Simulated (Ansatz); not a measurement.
Spinel MgAl2O4 was calculated with PBE (Ansatz, an electronic-structure program, PAW).

Run with plane-wave cutoff 520 eV, 8×8×8 k mesh, Fermi–Dirac smearing 0.01 eV, scalar-relativistic PAW data made under PBE.

Energies at three volumes about the minimum:

```csv
V (Å³/atom),E − E_lowest (meV/atom)
9.539,2.29
9.733,0.00
9.928,2.12
```

Problem. Fit a parabola by hand: where is the minimum, what lattice constant follows, and what is the bulk modulus?

Solution. Slopes: (0.00 − 2.29)/(9.733 − 9.539) = -11.804 and (2.12 − 0.00)/(9.928 − 9.733) = 10.872 meV/Å³. Curvature E″ = 2 × (10.872 − (-11.804))/(9.928 − 9.539) = 116.586 meV/Å⁶. From the middle of the first interval, the slope vanishes at V0 = 9.6360 − (-11.804)/116.586 = 9.737 Å³/atom. B = V0 E″ = 9.737 × 116.586 meV/Å³ × 0.1602 GPa per meV/Å³ = 182 GPa. With 56 atoms in the cube, a = (56 × 9.737)^(1/3) = 8.170 Å. The full Birch–Murnaghan fit to all volumes gives V0 = 9.734 Å³/atom and B0 = 181 GPa.

Shape and atoms are relaxed at each volume.

Measured, for comparison: bulk modulus 195 GPa (300 K, copied from a table, unchecked, not corrected to a static lattice; as tabulated in BurnMan's mineral tables); lattice constant a 8.074 Å (0 K, fit to 77–300 K taken to 0 K; as tabulated in Grimes and Al-Ajaj (1992), doi:10.1088/0953-8984/4/30/004). Computed less measured: bulk modulus not scored (unchecked).
